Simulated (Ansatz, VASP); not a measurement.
## AlCo: VASP beside Ansatz

```xyz
2
Lattice="0.0000 2.4138 2.4138 2.4138 0.0000 2.4138 2.4138 2.4138 0.0000" Properties=species:S:1:pos:R:3 pbc="T T T"
Co    0.0000    0.0000    0.0000
Al    2.4138    2.4138    2.4138
```

Alike in both runs: task relaxation of cell and atoms; functional PBE; k mesh 14 × 14 × 14; occupations fermi-dirac, width 0.1 eV; no spin polarisation.

```csv
,VASP,Ansatz
version,VASP 6.6.1,Ansatz 0.2.0
potentials or method,"VASP PAW PBE potentials, release 64 (Co, Al)","PAW with Ansatz's default frozen-core files, scalar-relativistic"
plane-wave cutoff (eV),600,420
valence electrons in the cell,12,20
```

```csv
,VASP,Ansatz,Ansatz less VASP
relaxed volume (Å³/atom),13.75,13.75,+0.006
relaxed cell length with the largest relative difference (Å),3.388,3.388,+0.0005
energy change over the relaxation (meV/atom),-3,-2,+0.2
```

The two sets of potentials don't hold the same shells in valence.

Spin polarisation is off, so any magnetic state and its effect on volume and gap are missing.
